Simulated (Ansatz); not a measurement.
Ni:

```
CELL_PARAMETERS angstrom
-1.38372 1.38372 1.38372
1.38372 -1.38372 1.38372
1.38372 1.38372 -1.38372
ATOMIC_POSITIONS crystal
Ni 0.00000 0.00000 0.00000
```

This isn't the form of Ni at room conditions, which is fcc.

Base run:

* Program: Ansatz 0.2.0
* Functional: PBEsol
* Potentials or basis: Ansatz PAW
* Cutoff: 420 eV (not typed: the program's choice for these potentials)
* k mesh: 11 × 11 × 11
* Occupations: fermi-dirac, width 0.05 eV
* Spin: collinear spin, ferromagnetic start
* Starting moments: [1.5] μB
* Fixed moment: 1.5 μB

Its results: pressure 11.6 GPa; site moments Ni +1.40 μB.

Problem. The run is repeated on the same cell with these changes: fixed moment from 1.5 μB to 1.2 μB; moments at the start from [1.5] to [1.2]. What comes out?

Solution. Pressure 5.4 GPa; site moments Ni +1.16 μB.

Caveats: the total moment is fixed, so each spin has its own Fermi level; the PAW data sets come from PBE, with cores solved anew for the run's functional, which leaves a small shift of forces and pressure; the thresholds are loose for stress.
